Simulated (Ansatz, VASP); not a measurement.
**Cross-check of GaAs (GaAs(110)) between VASP and Ansatz**

One calculation is typed for both programs; each brings its own data sets. How far apart do they land? Of the first pair: The structure shown is the end of the VASP relaxation below. Valence electrons are named where the data sets of a main pair hold unlike numbers.

Main program and level: Ansatz 0.2.0; plane waves, with VASP 6.6.1 beside it; single point at PBE and band structure at PBE.

## (1) The starting structure

The cell holds 18 atoms: 9 Ga and 9 As. Its edges and angles: a = 3.951 Å, b = 5.588 Å, c = 32.608 Å, α = 90.0°, β = 90.0°, γ = 90.0°. It derives from GaAs. As first built, before any earlier steps moved the atoms (in the runner's words): 9 layers, strained by -3 % in the plane. Vacuum lies along c.

## (2) VASP: relaxation, PBE

This run makes the geometry at which the two programs are then compared.

Lines of VASP's logs that name or quote its potential files are left out, and so is its time.

Input file INCAR:

```
SYSTEM = GaAs
PREC = Normal
ENCUT = 320
EDIFF = 1E-05
NELM = 120
ISMEAR = 0
SIGMA = 0.03
LREAL = Auto
ALGO = Fast
GGA = PE
NBANDS = 54
LORBIT = 11
LWAVE = .FALSE.
LCHARG = .FALSE.
KPAR = 2
NCORE = 2
IBRION = 2
NSW = 60
ISIF = 2
EDIFFG = -0.03
POTIM = 0.4
MAXMIX = 40
IDIPOL = 3
LDIPOL = .TRUE.
DIPOL = 0.5 0.5 0.5
```

Input file POSCAR:

```
GaAs
1.0
    3.9512495857      0.0000000000      0.0000000000
    0.0000000000      5.5879107524      0.0000000000
    0.0000000000      0.0000000000     32.6084240140
Ga As
9 9
Direct
    0.0000000000      0.0000000000      0.2453353800
    0.5000000000      0.5000000000      0.3090015300
    0.0000000000      0.0000000000      0.3726676900
    0.5000000000      0.5000000000      0.4363338400
    0.0000000000      0.0000000000      0.5000000000
    0.5000000000      0.5000000000      0.5636661600
    0.0000000000      0.0000000000      0.6273323100
    0.5000000000      0.5000000000      0.6909984700
    0.0000000000      0.0000000000      0.7546646200
    0.0000000000      0.7500000000      0.3090015300
    0.5000000000      0.2500000000      0.2453353800
    0.0000000000      0.7500000000      0.4363338400
    0.5000000000      0.2500000000      0.3726676900
    0.0000000000      0.7500000000      0.5636661600
    0.5000000000      0.2500000000      0.5000000000
    0.0000000000      0.7500000000      0.6909984700
    0.5000000000      0.2500000000      0.6273323100
    0.5000000000      0.2500000000      0.7546646200
```

Input file KPOINTS:

```
Automatic mesh
0
Gamma
6 5 1
0 0 0
```

The projector-augmented-wave data sets are Ga and As (PBE family, release 64).

On the command line:

```sh
> mpirun -np 4 vasp_std
```

Numbers of over 12 decimals in the logs are rounded to 6 here.

Output:

```text
[banner, memory and clock lines left out]
running    4 mpi-ranks, on    1 nodes
 distrk:  each k-point on    2 cores,    2 groups
 distr:  one band on    2 cores,    1 groups

 POSCAR found type information on POSCAR GaAs
 POSCAR found :  2 types and      18 ions
 LDA part: xc-table for (Slater+PW92), standard interpolation
 POSCAR, INCAR and KPOINTS ok, starting setup
 FFT: planning ... GRIDC
 FFT: planning ... GRID_SOFT
 FFT: planning ... GRID
 WAVECAR not read
 entering main loop
       N       E                     dE             d eps       ncg     rms          rms(c)
DAV:   1     0.304620694173E+03    0.30462E+03   -0.18616E+04  1296   0.690E+02
DAV:   2    -0.369647025903E+02   -0.34159E+03   -0.32811E+03  1722   0.151E+02
DAV:   3    -0.721866039213E+02   -0.35222E+02   -0.34753E+02  1576   0.506E+01
DAV:   4    -0.734882560444E+02   -0.13017E+01   -0.12979E+01  1680   0.109E+01
DAV:   5    -0.735297768330E+02   -0.41521E-01   -0.41503E-01  1696   0.183E+00    0.114E+01
RMM:   6    -0.715915104726E+02    0.19383E+01   -0.21054E+00  1296   0.319E+00    0.656E+00
RMM:   7    -0.712818547120E+02    0.30966E+00   -0.27588E+00  1296   0.362E+00    0.154E+00
RMM:   8    -0.712267437663E+02    0.55111E-01   -0.33796E-01  1296   0.163E+00    0.343E-01
RMM:   9    -0.712224041556E+02    0.43396E-02   -0.24512E-02  1333   0.522E-01    0.168E-01
RMM:  10    -0.712231739982E+02   -0.76984E-03   -0.99235E-03  1364   0.257E-01    0.960E-02
RMM:  11    -0.712239544187E+02   -0.78042E-03   -0.25155E-03  1298   0.144E-01    0.539E-02
RMM:  12    -0.712241579239E+02   -0.20351E-03   -0.74847E-04  1362   0.692E-02    0.324E-02
RMM:  13    -0.712244444494E+02   -0.28653E-03   -0.58435E-04  1295   0.534E-02    0.211E-02
RMM:  14    -0.712246333520E+02   -0.18890E-03   -0.12135E-04  1190   0.270E-02    0.140E-02
RMM:  15    -0.712247222178E+02   -0.88866E-04   -0.43276E-05   990   0.157E-02    0.864E-03
RMM:  16    -0.712247619862E+02   -0.39768E-04   -0.30523E-05   977   0.117E-02    0.254E-03
RMM:  17    -0.712247970295E+02   -0.35043E-04   -0.12062E-05   902   0.717E-03    0.345E-03
RMM:  18    -0.712248179229E+02   -0.20893E-04   -0.30640E-06   717   0.364E-03    0.119E-03
RMM:  19    -0.712248534523E+02   -0.35529E-04   -0.42064E-06   840   0.405E-03    0.227E-03
RMM:  20    -0.712248601255E+02   -0.66731E-05   -0.31858E-07   468   0.189E-03
   1 F= -.71224860E+02 E0= -.71224860E+02  d E =-.712249E+02
[... from here on, the cycles between the ionic steps are left out ...]
   2 F= -.71577350E+02 E0= -.71577350E+02  d E =-.352490E+00
   3 F= -.71916625E+02 E0= -.71916625E+02  d E =-.691765E+00
  14 F= -.72649997E+02 E0= -.72649997E+02  d E =-.795921E-02
  15 F= -.72652885E+02 E0= -.72652885E+02  d E =-.288740E-02
  16 F= -.72653015E+02 E0= -.72653015E+02  d E =-.301753E-02
  17 F= -.72654739E+02 E0= -.72654739E+02  d E =-.172358E-02
  18 F= -.72655313E+02 E0= -.72655313E+02  d E =-.229846E-02
  19 F= -.72655656E+02 E0= -.72655656E+02  d E =-.264084E-02
  20 F= -.72656354E+02 E0= -.72656354E+02  d E =-.698159E-03
  21 F= -.72657252E+02 E0= -.72657252E+02  d E =-.159608E-02
  22 F= -.72657381E+02 E0= -.72657381E+02  d E =-.172503E-02
  23 F= -.72657841E+02 E0= -.72657841E+02  d E =-.460107E-03
  24 F= -.72658110E+02 E0= -.72658110E+02  d E =-.729272E-03
  25 F= -.72658115E+02 E0= -.72658115E+02  d E =-.734059E-03
 curvature:  -1.19 expect dE=-0.286E-03 dE for cont linesearch -0.183E-06
 trial: gam= 0.37734 g(F)=  0.240E-03 g(S)=  0.000E+00 ort =-0.105E-04 (trialstep = 0.112E+01)
 search vector abs. value=  0.334E-03
 bond charge predicted
       N       E                     dE             d eps       ncg     rms          rms(c)
DAV:   1    -0.726583381296E+02   -0.22419E-03   -0.43740E-03  1362   0.204E-01    0.196E-02
RMM:   2    -0.726583709750E+02   -0.32845E-04   -0.27320E-04  1296   0.475E-02    0.274E-02
RMM:   3    -0.726583659388E+02    0.50361E-05   -0.49089E-05  1090   0.214E-02
  26 F= -.72658366E+02 E0= -.72658366E+02  d E =-.251030E-03
 trial-energy change:   -0.000251  1 .order   -0.000230   -0.000265   -0.000195
 step:   4.2029(harm=  4.2029)  dis= 0.00457  next Energy=   -72.658612 (dE=-0.497E-03)
 reached required accuracy - stopping structural energy minimisation
```

From OUTCAR (step 2):

```text
ion  position               nearest neighbor table
   1  0.000  0.000  0.245-  11 2.42  11 2.42  10 2.50
   2  0.500  0.500  0.309-  10 2.42  10 2.42  11 2.50  13 2.50
   3  0.000  0.000  0.373-  13 2.42  13 2.42  12 2.50  10 2.50
   4  0.500  0.500  0.436-  12 2.42  12 2.42  13 2.50  15 2.50
   5  0.000  0.000  0.500-  15 2.42  15 2.42  12 2.50  14 2.50
   6  0.500  0.500  0.564-  14 2.42  14 2.42  17 2.50  15 2.50
   7  0.000  0.000  0.627-  17 2.42  17 2.42  14 2.50  16 2.50
   8  0.500  0.500  0.691-  16 2.42  16 2.42  18 2.50  17 2.50
   9  0.000  0.000  0.755-  18 2.42  18 2.42  16 2.50
  10  0.000  0.750  0.309-   2 2.42   2 2.42   1 2.50   3 2.50
  11  0.500  0.250  0.245-   1 2.42   1 2.42   2 2.50
  12  0.000  0.750  0.436-   4 2.42   4 2.42   3 2.50   5 2.50
  13  0.500  0.250  0.373-   3 2.42   3 2.42   4 2.50   2 2.50
  14  0.000  0.750  0.564-   6 2.42   6 2.42   7 2.50   5 2.50
  15  0.500  0.250  0.500-   5 2.42   5 2.42   6 2.50   4 2.50
  16  0.000  0.750  0.691-   8 2.42   8 2.42   9 2.50   7 2.50
  17  0.500  0.250  0.627-   7 2.42   7 2.42   6 2.50   8 2.50
  18  0.500  0.250  0.755-   9 2.42   9 2.42   8 2.50

  LATTYP: Found a simple orthorhombic cell.
 ALAT       =     3.9512495857
 B/A-ratio  =     1.4142135624
 C/A-ratio  =     8.2526864747

 Subroutine GETGRP returns: Found  4 space group operations
 (whereof  4 operations were pure point group operations)

The static configuration has the point symmetry C_2v.

 Found     12 irreducible k-points:

   k-points           NKPTS =     12   k-points in BZ     NKDIM =     12   number of bands    NBANDS=     54

   dimension x,y,z NGX =    18 NGY =   24 NGZ =  144
   dimension x,y,z NGXF=    36 NGYF=   48 NGZF=  288

   ENCUT  =  320.0 eV  23.52 Ry    4.85 a.u.   5.76  8.15 47.56*2*pi/ulx,y,z

   NELECT =      72.0000    total number of electrons

 k-points in reciprocal lattice and weights: Automatic mesh
   0.00000000  0.00000000  0.00000000       0.033
   0.16666667  0.00000000  0.00000000       0.067
   0.33333333  0.00000000  0.00000000       0.067
   0.50000000  0.00000000  0.00000000       0.033
   0.00000000  0.20000000  0.00000000       0.067
   0.16666667  0.20000000  0.00000000       0.133
   0.33333333  0.20000000  0.00000000       0.133
   0.50000000  0.20000000  0.00000000       0.067
   0.00000000  0.40000000  0.00000000       0.067
   0.16666667  0.40000000  0.00000000       0.133
   0.33333333  0.40000000  0.00000000       0.133
   0.50000000  0.40000000  0.00000000       0.067

 dipolmoment           0.000000      0.000000     -0.000000 electrons x Angstroem

 average (electrostatic) potential at core
       1 -18.1305       2 -17.9152       3 -17.8753       4 -17.8935       5 -17.8728
       6 -17.8935       7 -17.8753       8 -17.9152       9 -18.1305      10 -54.7777
      11 -54.4828      12 -54.7155      13 -54.7030      14 -54.7155      15 -54.7108
      16 -54.7777      17 -54.7030      18 -54.4828

 E-fermi :  -0.2015

 k-point     1 :       0.0000    0.0000    0.0000
  band No.  band energies     occupation
    ...
     32      -1.0183      2.00000
     33      -0.7791      2.00000
     34      -0.7501      2.00000
     35      -0.5010      2.00000
     36      -0.3778      2.00000
     37       0.3184      0.00000
     38       0.7807      0.00000
     39       1.0575      0.00000
     40       1.3027      0.00000
     41       1.3319      0.00000
    ...

 k-point     2 :       0.1667    0.0000    0.0000
  band No.  band energies     occupation
    ...
     32      -1.7318      2.00000
     33      -1.5143      2.00000
     34      -1.4295      2.00000
     35      -1.1179      2.00000
     36      -1.0768      2.00000
     37       0.9357      0.00000
     38       1.1931      0.00000
     39       1.3888      0.00000
     40       1.9287      0.00000
     41       2.1317      0.00000
    ...

 k-point     3 :       0.3333    0.0000    0.0000
  band No.  band energies     occupation
    ...
     32      -2.3192      2.00000
     33      -2.1378      2.00000
     34      -1.9510      2.00000
     35      -1.7123      2.00000
     36      -1.4121      2.00000
     37       0.7165      0.00000
     38       0.8528      0.00000
     39       1.3743      0.00000
     40       1.5022      0.00000
     41       1.6424      0.00000
    ...

  Total       10.1204324      6.3167936     -0.3382798      0.0000000      0.0000000      0.0000000
  in kB       22.5214277     14.0570287     -0.7527884      0.0000000      0.0000000      0.0000000
  external PRESSURE =      11.9418893 kB  Pullay stress =       0.0000000 kB

  energy-cutoff  :      320.00
  volume of cell :      719.97
      direct lattice vectors                 reciprocal lattice vectors
     3.951249586  0.000000000  0.000000000     0.253084493  0.000000000  0.000000000
     0.000000000  5.587910752  0.000000000     0.000000000  0.178957762  0.000000000
     0.000000000  0.000000000 32.608424014     0.000000000  0.000000000  0.030666922

 POSITION                                       TOTAL-FORCE (eV/Angst)
 -----------------------------------------------------------------------------------
      3.95125      0.32570      8.44118        -0.000000      0.000706      0.002495
      1.97562      2.67413      9.94662        -0.000000      0.008091      0.021094
      0.00000      5.50772     12.19004        -0.000000      0.003726     -0.013449
      1.97562      2.70499     14.20321         0.000000      0.006609      0.014696
      0.00000      5.51651     16.30421        -0.000000      0.001461     -0.000000
      1.97562      2.70499     18.40521        -0.000000      0.006609     -0.014696
      0.00000      5.50772     20.41839         0.000000      0.003726      0.013449
      1.97562      2.67413     22.66181        -0.000000      0.008091     -0.021094
      0.00000      0.32570     24.16724         0.000000      0.000706     -0.002495
      0.00000      4.13036     10.11654        -0.000000     -0.008016     -0.006972
      1.97562      1.54219      7.70378        -0.000000      0.009899      0.008736
      0.00000      4.14582     14.24563        -0.000000     -0.005790     -0.015675
      1.97562      1.37069     12.10348        -0.000000     -0.001895      0.003155
      0.00000      4.14582     18.36280        -0.000000     -0.005790      0.015675
      1.97562      1.36848     16.30421        -0.000000     -0.028122     -0.000000
      0.00000      4.13036     22.49188        -0.000000     -0.008016      0.006972
      1.97562      1.37069     20.50495         0.000000     -0.001895     -0.003155
      1.97562      1.54219     24.90464        -0.000000      0.009899     -0.008736
 -----------------------------------------------------------------------------------
    total drift:                               -0.000000     -0.037216      0.000008

  FREE ENERGIE OF THE ION-ELECTRON SYSTEM (eV)
  ---------------------------------------------------
  free  energy   TOTEN  =       -72.6583659388 eV

  energy  without entropy=      -72.6583659388  energy(sigma->0) =      -72.65836594

 reached required accuracy - stopping structural energy minimisation

 vacuum level on the upper side and lower side of the slab         4.218         4.218

 total charge
# of ion       s       p       d       tot
------------------------------------------
    1        1.152   1.008   0.104   2.264
    2        1.084   1.140   0.129   2.353
    3        1.089   1.174   0.134   2.397
    4        1.088   1.168   0.133   2.389
    5        1.088   1.184   0.136   2.408
    6        1.088   1.168   0.133   2.389
    7        1.089   1.174   0.134   2.397
    8        1.084   1.140   0.129   2.353
    9        1.152   1.008   0.104   2.264
   10        1.216   1.583   0.028   2.827
   11        1.266   1.475   0.024   2.765
   12        1.213   1.593   0.028   2.834
   13        1.215   1.577   0.027   2.819
   14        1.213   1.593   0.028   2.834
   15        1.214   1.587   0.027   2.827
   16        1.216   1.583   0.028   2.827
   17        1.215   1.577   0.027   2.819
   18        1.266   1.475   0.024   2.765
--------------------------------------------------
tot         20.948  24.208   1.376  46.532

[... 3 further parts left out ...]
```

CONTCAR:

```
GaAs
   1.00000000000000
     3.9512495856999998    0.0000000000000000    0.0000000000000000
     0.0000000000000000    5.5879107524000000    0.0000000000000000
     0.0000000000000000    0.0000000000000000   32.6084240140000006
  Ga              As
     9     9
Direct
     1.0000000000000000    0.0582866496097772    0.2588650709858380
     0.5000000000000000    0.4785562781084988    0.3050321714249956
     0.0000000000000000    0.9856493878550501    0.3738308765033435
     0.5000000000000000    0.4840792809066333    0.4355688760079237
     0.0000000000000000    0.9872217927753282    0.5000000000000000
     0.5000000000000000    0.4840792809066333    0.5644311239920762
     0.0000000000000000    0.9856493878550501    0.6261691234966565
     0.5000000000000000    0.4785562781084988    0.6949678285750047
     0.0000000000000000    0.0582866496097772    0.7411349290141620
     0.0000000000000000    0.7391601777170532    0.3102432275658942
     0.5000000000000000    0.2759863515077917    0.2362512472672321
     0.0000000000000000    0.7419263943454091    0.4368694905669503
     0.5000000000000000    0.2452949113727464    0.3711763476637038
     0.0000000000000000    0.7419263943454091    0.5631305094330498
     0.5000000000000000    0.2448993443787529    0.5000000000000000
     0.0000000000000000    0.7391601777170532    0.6897567724341060
     0.5000000000000000    0.2452949113727464    0.6288236523362961
     0.5000000000000000    0.2759863515077917    0.7637487527327681
```

The gap is read on the k-mesh alone, so it is an upper bound where the band edges lie off the mesh. The data set Ga keeps the semicore shell frozen, which is cheaper and a little less accurate. The run keeps the 4 symmetry operations of its start, so it cannot find a distortion of lower symmetry.

(Continued in part 2 of 3.)

[Lines on the potential files, build, host, timing and source positions are cut from VASP's logs without a mark.]

[Logs are printed without paths, hosts, clocks, repeated set-up lines and the standing remarks that a program may print on its own settings, such as how far it seeks lower states.]

[Hosts, paths, dates, database ids (printed as entryN), source tags and the programs' standing remarks are cut or masked in the printed files.]
